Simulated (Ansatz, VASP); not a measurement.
Mo: VASP beside Ansatz

The input INCAR:

```
PREC = Accurate
ENCUT = 520
EDIFF = 1E-7
ISMEAR = 0
SIGMA = 0.15
LREAL = False
LASPH = True
NELM = 60
ALGO = Fast
ISIF = 2
LWAVE = False
LCHARG = False
GGA = PE
NBANDS = 13
```

Contents of KPOINTS:

```
regular mesh
0
Gamma
  22 22 22
```

POSCAR

```
Mo
1.0
    0.0000000000      2.1065600551      1.9500426430
    2.1065600551      0.0000000000      1.9500426430
    2.1065600551      2.1065600551      0.0000000000
Mo
1
Direct
    0.0000000000      0.0000000000      0.0000000000
```

Input for Ansatz:

```yaml
crystal:
  lattice:
    - [0.0, 2.1065600551, 1.950042643]
    - [2.1065600551, 0.0, 1.950042643]
    - [2.1065600551, 2.1065600551, 0.0]
  atoms:
    - { symbol: Mo, position: [0.0, 0.0, 0.0] }
basis:
  ecutwfc: 420
kpoints:
  mp_grid: { grid: [22, 22, 22] }
hamiltonian:
  xc: pbe
scf:
  occupations: { method: gaussian, width: 0.15 }
output:
  forces: true
  stress: true
  eigenvalues: true
```

Alike in both runs: task single point; functional PBE; k mesh 22 × 22 × 22; occupations gaussian, width 0.15 eV; no spin polarisation.

```csv
,VASP,Ansatz
version,VASP 6.6.1,Ansatz 0.2.0
potentials or method,"VASP PAW PBE potentials, release 64 (Mo_sv)","scalar-relativistic, plane waves, PAW"
plane-wave cutoff (eV),520,420
valence electrons in the cell,14,14
```

```csv
,VASP,Ansatz,Ansatz less VASP
gap on the k mesh at the Fermi level (eV),none,none,-
pressure (GPa),-15.4,-15.7,-0.32
largest component of the traceless stress (GPa),9.46,9.47,+0.015
```

A gap of «none» marks a metal or a gap that the smearing closes. With one functional, cell and mesh, what is left measures potentials, basis and numerics.

Caveats: so large a pressure means that the cell lies far from this level's equilibrium, or that cutoff or potentials fall short (VASP).
